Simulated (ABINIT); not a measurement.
A run of ABINIT 10.8.3 (patched build) is set up as follows.

File run.abi:

```
# Datasets: ground state, then fixed potential
ndtset 2

# Pseudopotentials
pp_dirpath "./"
pseudos "Se.LDA_PW-JTH.xml, Zn.LDA_PW-JTH.xml"

# Structure
acell 4.0075983931 4.0075983931 4.0075983931 Angstrom
rprim
     0.0000000000     0.7071067812     0.7071067812
     0.7071067812     0.0000000000     0.7071067812
     0.7071067812     0.7071067812     0.0000000000
ntypat 2
znucl 34 30
natom 2
typat 1 2
xred
     0.7500000000     0.7500000000     0.7500000000
     0.0000000000     0.0000000000     0.0000000000

# Plane-wave basis
ecut 20.0
pawecutdg 40.0

# Exchange and correlation
ixc -1007

# Bands and occupations
occopt 3
tsmear 0.05 eV

# SCF cycle
nstep 100

# Output
iomode 3
prtwf 0
prteig 0
prtebands 0
enunit 2
prtden1 1

# Dataset 1
kptopt1 1
ngkpt1 8 8 8
nshiftk1 1
shiftk1 0.0 0.0 0.0
nband1 13
tolvrs1 1.0e-9

# Dataset 2: bands along G-X-W-K-G-L-U-W-L-K
iscf2 -2
getden2 1
nband2 17
nbdbuf2 2
tolwfr2 1.0e-12
kptopt2 -9
ndivsm2 5
prteig2 1
prtvol2 -3
kptbounds2
     0.0000000000     0.0000000000     0.0000000000
     0.5000000000     0.0000000000     0.5000000000
     0.5000000000     0.2500000000     0.7500000000
     0.3750000000     0.3750000000     0.7500000000
     0.0000000000     0.0000000000     0.0000000000
     0.5000000000     0.5000000000     0.5000000000
     0.6250000000     0.2500000000     0.6250000000
     0.5000000000     0.2500000000     0.7500000000
     0.5000000000     0.5000000000     0.5000000000
     0.3750000000     0.3750000000     0.7500000000
```

Potentials or basis: JTH PAW LDA v2.0.

Command:

```bash
$ abinit run.abi > log 2>&1
```

Q: What does it give for the band gap on the k mesh?

A: 1.03 eV, direct.

Levels at the corners of the path, in eV from the valence-band top:
```tsv
point	band 7	band 8	band 9	band 10	band 11	band 12
Γ	0.00	0.00	0.00	1.03	5.72	5.72
X	-4.83	-2.20	-2.20	2.81	3.31	10.50
W	-4.75	-2.80	-2.70	5.35	5.44	6.83
K	-4.79	-3.13	-1.81	3.43	5.47	8.89
Γ	0.00	0.00	0.00	1.03	5.72	5.72
L	-5.29	-0.87	-0.87	2.35	6.30	6.30
U	-4.79	-3.13	-1.81	3.43	5.47	8.89
W	-4.75	-2.80	-2.70	5.35	5.44	6.83
L	-5.29	-0.87	-0.87	2.35	6.30	6.30
K	-4.79	-3.13	-1.81	3.43	5.47	8.89
```

**The experiment to reproduce.**

From “Alloy Disordering Effects on the Thermal Conductivity and Energy Gap Temperature Dependence of Cd1−xZnxSe Ternary Crystals Grown by the Bridgman Method”, 2023, pmc:10253836, for a bulk crystal of ZnSe at 300 K: band gap 2.695 ± 0.003 eV (an exciton energy, a little under the gap).

A measured gap of ZnSe is 2.695 eV (an exciton energy, a little under the gap; 300 K; “Alloy Disordering Effects on the Thermal Conductivity and Energy Gap Temperature Dependence of Cd1−xZnxSe Ternary Crystals Grown by the Bridgman Method”, 2023, pmc:10253836); the calculated 1.03 eV misses it by -1.66 eV. So large a miss can be the level of theory's own, or it may mean another phase, state or a wrong row. Spin-orbit coupling on Se is left out. The value is that of LDA-VWN, without temperature or zero-point motion. Semilocal functionals fall short of measured gaps as a rule.
